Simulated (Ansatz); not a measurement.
Runs of Ansatz 0.2.0 on HfN. The structure is cubic, space group Pm-3m (No. 221). The conventional cell has a = 2.825 Å, b = 2.825 Å, c = 2.825 Å, α = 90.00°, β = 90.00°, γ = 90.00°. Around Hf (site symmetry m-3m) lie 8 N at 2.45 Å. N (site symmetry m-3m) is surrounded by 8 Hf at 2.45 Å. The cell was built by a generator and needn't be a form met in nature.

```tsv
task	level	U	cell	hubbard projectors	double counting	target pressure (GPa)	gap on the mesh (eV)	pressure (GPa)
projected density of states	r2SCAN+U	Hf d U = 4 eV	as given	ortho-atomic (the default)	fll (the default)	-	none	1.4
projected density of states	r2SCAN+U	Hf d U = 3 eV	as given	ortho-atomic (the default)	fll (the default)	-	none	-0.4
projected density of states	r2SCAN+U	Hf d U = 1 eV	as given	ortho-atomic (the default)	fll (the default)	-	none	-3.7
relaxation of cell and atoms	r2SCAN	-	relaxed	-	-	0	none	0.0
projected density of states	r2SCAN+U	Hf d U = 2 eV	as given	ortho-atomic (the default)	fll (the default)	-	none	(a)
relaxation of cell and atoms	r2SCAN	-	relaxed to 10 GPa	-	-	10	none	10.0
projected density of states	r2SCAN+U	Hf d U = 5 eV	as given	ortho-atomic (the default)	fll (the default)	-	none	3.3
projected density of states	r2SCAN	-	as given	-	-	-	none	(b)
```

Alike in all rows: potentials or basis Ansatz PAW; no spin polarisation; k mesh 9 × 9 × 9; cutoff (eV) 500; smearing fermi-dirac 0.05 eV.

Problem. Estimate the missing entries.

Solution. (a) -2.1; (b) -5.3.

Caveats: the PAW data sets come from PBE, with cores solved anew for the run's functional, which leaves a small shift of forces and pressure; the density of states is complete only up to the lowest level of the last band computed (some runs); U without spin polarisation on a metal has little footing (some runs); the plane-wave basis is chosen anew once the cell has moved, so the energies of steps on either side of that aren't comparable (some runs).

A k mesh can miss the band edges, and the runs leave out spin-orbit coupling on Hf.

A gap of «none» marks a metal or a gap under the smearing width.
